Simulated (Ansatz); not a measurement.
# Ti: the cost of one run

All numbers below are computed with Ansatz 0.2.0 (DFT PBE, scalar-relativistic, plane waves, PAW).

1 further run of the same task is left out (set aside as unsound or not needed).

**1. The system as given**

The cell holds 22 atoms (Ti22): a = 7.405 Å, b = 7.268 Å, c = 7.433 Å, α = 95.87°, β = 91.79°, γ = 89.58°.

It is the last frame of an earlier stage of the same melt, run at 2910 K.

Its coordinates follow in the input file.

**2. Dynamics at 2100 K**

One k point, a Fermi-Dirac width of 0.181 eV and a fixed cell.

Input file input.yaml:

```yaml
crystal:
  lattice:
    - [7.403636, 0.024252, -0.115653]
    - [0.024252, 7.258486, -0.376421]
    - [-0.115653, -0.376421, 7.422113]
  atoms:
    - { symbol: Ti, position: [0.6412133415, 0.0628091111, 0.2333137016] }
    - { symbol: Ti, position: [0.675336045, 0.7458731108, 0.5340117543] }
    - { symbol: Ti, position: [0.3034094853, 0.5147659636, 0.698872893] }
    - { symbol: Ti, position: [0.6835662184, 0.3873027746, 0.8988475416] }
    - { symbol: Ti, position: [0.9851351479, 0.8871713602, 0.3665076689] }
    - { symbol: Ti, position: [0.0994452201, 0.9402351759, 0.6729570048] }
    - { symbol: Ti, position: [0.1129557969, 0.4756211958, 0.1133731001] }
    - { symbol: Ti, position: [0.9666315981, 0.5208195796, 0.561965216] }
    - { symbol: Ti, position: [0.117069896, 0.8312350229, 0.9698210809] }
    - { symbol: Ti, position: [0.4641833337, 0.7819082461, 0.8754310779] }
    - { symbol: Ti, position: [0.3276797016, 0.5976863303, 0.3959985774] }
    - { symbol: Ti, position: [0.8695173114, 0.6052088937, 0.8222610779] }
    - { symbol: Ti, position: [0.4557265013, 0.0737164613, 0.6456784751] }
    - { symbol: Ti, position: [0.7802168528, 0.1967099926, 0.5193157405] }
    - { symbol: Ti, position: [0.2428575953, 0.174306833, 0.441461221] }
    - { symbol: Ti, position: [0.0608356648, 0.2941923306, 0.8202215504] }
    - { symbol: Ti, position: [0.6614155538, 0.6662761648, 0.1446048782] }
    - { symbol: Ti, position: [0.3780440949, 0.1890502935, 0.0365199998] }
    - { symbol: Ti, position: [0.747713892, 0.0162189766, 0.8649582069] }
    - { symbol: Ti, position: [0.5658628871, 0.3774835848, 0.3504332378] }
    - { symbol: Ti, position: [0.8696338605, 0.2546017037, 0.1470297305] }
    - { symbol: Ti, position: [0.3392616737, 0.8887783288, 0.2169255889] }
  symmetry: { detect: false }
basis:
  ecutwfc: 420
  xc_grid: 1
kpoints:
  mp_grid: { grid: [1, 1, 1], shift: [0.25, 0.25, 0.25] }
hamiltonian:
  xc: pbe
scf:
  occupations: { method: fermi_dirac, width: 0.181 }
  lower_state_search: "off"
  convergence: { dr2_threshold: 1.0e-05 }
output:
  forces: true
  stress: true
md:
  timestep: 3.0
  n_steps: 65
  ensemble: nvt_langevin
  friction: 0.03
  temperature: 2100.0
  initial_velocities: maxwell_boltzmann
  seed: 93834
```

Run with:

```
> ansatz run input.yaml --threads 2 --pin off --max-ram 5120MiB --backend cpu --events-out ev --progress --plain --runs-dir out
```

**Question.** How long does this run take on 2 threads of Arm Neoverse V1, shared host, and how much memory does it need?

About 5.3 min, with a peak of 0.65 GiB.
